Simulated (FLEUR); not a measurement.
# CdSe under changes of volume

One of the cells (28.942 Å³/atom); the others are scaled copies at fixed shape and fractional positions:

```
Cd Se
1.0
     0.00000    3.07027    3.07027
     3.07027    0.00000    3.07027
     3.07027    3.07027    0.00000
Cd Se
1 1
Direct
  0.00000 0.00000 0.00000
  0.25000 0.25000 0.25000
```

Measurements of this composition are mostly on another form, of space group No. 186.

* Program: FLEUR MaX-R8.1 (later development tree)
* Functional: PBE
* Potentials or basis: all-electron
* Basis: FLAPW
* Kmax: 4.73 1/bohr
* k mesh: 8 × 8 × 8
* Occupations: fermi-dirac, width 0.05 eV
* Spin: no spin polarisation

```tsv
volume (Å³/atom)	energy over the lowest point (meV/atom)	gap on the mesh (eV)
27.206	35.68	0.68
27.784	20.36	0.63
28.363	?	?
28.942	2.95	0.55
29.521	0.00	0.51
30.100	0.33	0.47
30.679	3.60	0.43
```

Q: What does the run at 28.363 Å³/atom give?

A: Energy over the lowest point 9.63 meV/atom; gap on the mesh 0.59 eV.

Worked out: A Birch-Murnaghan fit of order 3 (a polynomial in V^(-2/3)) to the other rows has its minimum at 29.75 Å³/atom with B0 = V·E''(V) = 45 GPa and B' = 4.7. It gives 9.60 meV/atom at 28.363 Å³/atom, against the run's 9.63. A straight line through the other rows of the gap, of slope -2.05 eV per unit of ln V (its deformation potential), gives 0.59 eV, against the run's 0.59.

Energies are extrapolated to zero smearing.

Spin-orbit coupling on Cd, Se is left out.
